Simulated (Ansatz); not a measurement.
# S on Zr(0001): change of the work function, part 4 of 4

How does S on the fcc site change the work function of Zr(0001) as the layer fills?

Ansatz 0.2.0; plane-wave DFT, PBE, Ansatz PAW.

So far, work function, upper face (eV): step 2 (the clean slab) 4.17; step 3 (37 atoms, coverage 0.111 ML, cell 3x3) 4.29; step 4 (17 atoms, coverage 0.25 ML, cell 2x2) 4.52.

## Step 5: The covered slab, k-mesh 6×6×1, coverage 0.5 ML (continued)

The steps of the relaxation:

| step | energy less that of the first step (eV) | largest force component (eV/Å) |
| --- | --- | --- |
| 1 | 0.0000 | 2.9539 |
| 2 | -1.6240 | 1.7363 |
| 3 | -1.9060 | 0.6774 |
| 4 | -1.8857 | 0.9603 |
| 5 | -2.0016 | 0.1343 |
| 6 | -2.0089 | 0.0557 |
| 7 | -2.0109 | 0.0052 |

Relaxation step 4 was tried and not accepted.

The run keeps the 4 symmetry operations that it works with, so distortions that break them were not tested.

The atoms that moved most (Å):

| atom | dx | dy | dz | length |
| --- | --- | --- | --- | --- |
| S18 | 0.000 | 0.145 | -0.439 | 0.462 |
| S17 | 0.000 | 0.145 | -0.439 | 0.462 |
| Zr4 | 0.000 | 0.005 | 0.110 | 0.110 |
| Zr12 | 0.000 | 0.005 | 0.110 | 0.110 |
| Zr16 | 0.000 | 0.044 | 0.019 | 0.048 |
| Zr8 | 0.000 | 0.044 | 0.019 | 0.048 |
| Zr7 | 0.000 | 0.003 | -0.027 | 0.027 |
| Zr15 | 0.000 | 0.003 | -0.027 | 0.027 |

Final coordinates:

```cif
data_structure
_symmetry_space_group_name_H-M 'P 1'
_symmetry_Int_Tables_number 1
_cell_length_a 6.4600
_cell_length_b 6.4600
_cell_length_c 27.8846
_cell_angle_alpha 90.000
_cell_angle_beta 90.000
_cell_angle_gamma 60.000
_cell_volume 1007.77
loop_
_atom_site_label
_atom_site_type_symbol
_atom_site_fract_x
_atom_site_fract_y
_atom_site_fract_z
_atom_site_occupancy
Zr1 Zr 0.33333 0.33333 0.32276 1
Zr2 Zr 0.00000 0.00000 0.41502 1
Zr3 Zr 0.33406 0.33189 0.51005 1
Zr4 Zr 0.99958 0.00083 0.60228 1
Zr5 Zr 0.33333 0.83333 0.32276 1
Zr6 Zr 0.00000 0.50000 0.41502 1
Zr7 Zr 0.33306 0.83388 0.50990 1
Zr8 Zr 0.99610 0.50780 0.59903 1
Zr9 Zr 0.83333 0.33333 0.32276 1
Zr10 Zr 0.50000 0.00000 0.41502 1
Zr11 Zr 0.83406 0.33189 0.51005 1
Zr12 Zr 0.49958 0.00083 0.60228 1
Zr13 Zr 0.83333 0.83333 0.32276 1
Zr14 Zr 0.50000 0.50000 0.41502 1
Zr15 Zr 0.83306 0.83388 0.50990 1
Zr16 Zr 0.49610 0.50780 0.59903 1
S17 S 0.15372 0.19256 0.66151 1
S18 S 0.65372 0.19256 0.66151 1
```

The relaxation took 7 steps and lowered the energy by 2.0 eV; the largest force on the free atoms ends at 0.0052 eV/Å.

The covered face has 5.14 eV, +0.97 eV against the clean one; the bare back face has moved by +0.00 eV, a measure of how thin the slab is.

## Step 6: The covered slab, k-mesh 12×12×1, coverage 1 ML

System of this step: S/Zr(0001). The cell holds 5 atoms: 4 Zr and 1 S. Cell: a = 3.230 Å, b = 3.230 Å, c = 27.885 Å, α = 90.0°, β = 90.0°, γ = 60.0°. Vacuum lies along c.

Another coverage, to see how the dipoles act on each other as their distance changes.

The input, input.yaml:

```yaml
crystal:
  lattice:
    - [3.23, 0.0, 0.0]
    - [1.615, 2.7972620542, 0.0]
    - [0.0, 0.0, 27.8845739641]
  atoms:
    - { symbol: Zr, position: [0.6666666667, 0.6666666667, 0.3227591001] }
    - { symbol: Zr, position: [0.0, 0.0, 0.4150214027] }
    - { symbol: Zr, position: [0.6666666667, 0.6666666667, 0.5108544607] }
    - { symbol: Zr, position: [0.0, 0.0, 0.5983456763] }
    - { symbol: S, position: [0.3333333333, 0.3333333333, 0.6772408999] }
kpoints:
  mp_grid: { grid: [12, 12, 1] }
hamiltonian:
  xc: pbe
scf:
  occupations: { method: fermi_dirac, width: 0.1 }
  convergence: { dr2_threshold: 1.0e-08 }
efield:
  axis: 3
  dipole_correction: true
  ramp_position: 0.97
  ramp_width: 0.06
relax:
  f_tol: 0.02
  max_steps: 60
  constraints: [{ sites: [0, 1] }]
output:
  write_potential: true
  write_density: true
  volumetric_format: npy
```

Launch:

```console
$ ansatz run input.yaml --threads 4 --pin off --max-ram 16384MiB --backend cpu --events-out ev --progress --plain --runs-dir out
```

Numbers of over 12 decimals in the logs are rounded to 6 here.

The program printed:

```text
[...]
Crystal: 5 atoms, lattice volume = 251.941 Å³
Basis set: ecut = 420 eV, 5025 PW (Γ), exchange–correlation on 48×48×384 points (8 copies of the dense FFT grid, shifted against one another)
Bands: 33, of which v1, the nominal top of the filled ones, is band 27 counted from 1 (26 counted from 0)
Symmetry: 6 space group operations
[...]
--- Relaxed structure (5 steps of the walk, 5 accepted, 0 SCFs on fresh bases) ---
  F+E_penalty+E_count = -17638.14161448 eV   max|allowed force component| = 1.786e-2 eV/Å
  atoms:
    - { symbol: Zr, position: [0.666667, 0.666667, 0.3227591001] }
[...]
- { symbol: Zr, position: [0.666667, 0.666667, 0.508938] }
[...]
- { symbol: S, position: [0.333333, 0.333333, 0.661583] }
[key lines of the parts left out:]
SCF converged after 8 iterations
Free energy (F): -17638.141614 eV
Fermi energy:    2.828132 eV
Dipole field:    D = -0.056439 V/Å  (p = -0.078581 e·Å, saw-weighted, corrected)
Work function:   Φ+ = 5.7716 eV   Φ− = 4.1978 eV
```

Elapsed: 19 s, on 4 threads of Arm Neoverse V1, shared host; peak memory 0.58 GiB.

Relaxation path:

| step | energy less that of the first step (eV) | largest force component (eV/Å) |
| --- | --- | --- |
| 1 | 0.0000 | 2.8436 |
| 2 | -0.7885 | 1.8197 |
| 3 | -0.8735 | 1.8185 |
| 4 | -0.9907 | 0.2319 |
| 5 | -0.9931 | 0.0179 |

The run keeps the 6 symmetry operations that it works with, so distortions that break them were not tested.

The atoms that moved most (Å):

| atom | dx | dy | dz | length |
| --- | --- | --- | --- | --- |
| S5 | 0.000 | 0.000 | -0.437 | 0.437 |
| Zr4 | 0.000 | 0.000 | 0.131 | 0.131 |
| Zr3 | 0.000 | 0.000 | -0.053 | 0.053 |

Final coordinates:

```
Zr S
1.0
     3.23000    0.00000    0.00000
     1.61500    2.79726    0.00000
     0.00000    0.00000   27.88457
Zr S
4 1
Direct
  0.66667 0.66667 0.32276
  0.00000 0.00000 0.41502
  0.66667 0.66667 0.50894
  0.00000 0.00000 0.60304
  0.33333 0.33333 0.66158
```

Running mean over 2.573 Å of the planar mean; the ramp of the sawtooth is left out. The electron's electrostatic potential energy less the Fermi level by z:

z (Å), electron's electrostatic potential energy less the Fermi level (eV) and a bar from the least value:
```
        4        4.2 ###########################
        5        4.2 ###########################
        6        3.9 ##########################
        7        2.1 #######################
        8       -5.1 #########
        9       -8.5 ##
       10       -8.3 ###
       11       -8.3 ###
       12       -8.3 ###
       13       -8.0 ###
       14       -8.2 ###
       15       -7.9 ###
       16       -8.0 ###
       17       -9.7 
       18       -7.9 ####
       19       -1.2 #################
       20        3.6 ##########################
       21        5.7 ##############################
       22        5.8 ##############################
       23        5.8 ##############################
       24        5.8 ##############################
```

The relaxation took 5 steps and lowered the energy by 0.99 eV; the largest force on the free atoms ends at 0.018 eV/Å.

The covered face has 5.77 eV, +1.61 eV against the clean one; the bare back face has moved by +0.02 eV, a measure of how thin the slab is.

## Step 7: Work function against coverage

This step: plane-wave DFT, PBE, Ansatz PAW; work function against coverage (Ansatz 0.2.0).

The runs are now put side by side.

This step gave:

```
work function of the clean face     : 4.165 eV
largest change of the work function : 1.606 eV
```

The work function of the covered face by coverage:

| coverage (adsorbates/nm²) | work function of the covered face (eV) |
| --- | --- |
| 0.00 | 4.17 |
| 1.23 | 4.29 |
| 2.77 | 4.52 |
| 5.53 | 5.14 |
| 11.07 | 5.77 |

The dipole per adsorbate comes from the change of the cell's dipole. Coverage, by row:

| coverage (1/nm²) | coverage (ML) | work function (eV) | change (eV) | dipole per adsorbate, positive end outwards (debye) | mean height of the added atoms over the highest substrate atom (Å) |
| --- | --- | --- | --- | --- | --- |
| 1.23 | 0.1111 | 4.29 | 0.1246 | -0.28 | 1.644 |
| 2.767 | 0.25 | 4.521 | 0.3559 | -0.348 | 1.685 |
| 5.534 | 0.5 | 5.136 | 0.9711 | -0.466 | 1.652 |
| 11.07 | 1 | 5.772 | 1.606 | -0.381 | 1.632 |

## Step 8: Outcome

| Item | Value |
| --- | --- |
| work function of the clean face | 4.17 eV |
| work function at 0.11 ML | 4.29 eV |
| work function at 0.25 ML | 4.52 eV |
| work function at 0.5 ML | 5.14 eV |
| work function at 1 ML | 5.77 eV |
| dipole per adsorbate at 0.11 ML, positive end outwards | -0.28 D |

In words: At the lowest coverage S changes the work function of Zr(0001) by under 0.15 eV, within the error of so thin a slab; the largest change, +1.61 eV, comes at higher coverage. The slab has 4 layers, at the tabulated experimental lattice constant, one starting site was run, and quantum-size effects of a slab this thin can reach one or two tenths of an eV.

[Logs are printed without paths, hosts, clocks, repeated set-up lines and the standing remarks that a program may print on its own settings, such as how far it seeks lower states.]

[Hosts, paths, dates, database ids (printed as entryN), source tags and the programs' standing remarks are cut or masked in the printed files.]

[Maps of the electrostatic potential energy from Ansatz leave out the sawtooth potential of an applied field or a dipole correction, so their vacuum need not be flat; planar profiles and work functions include it.]
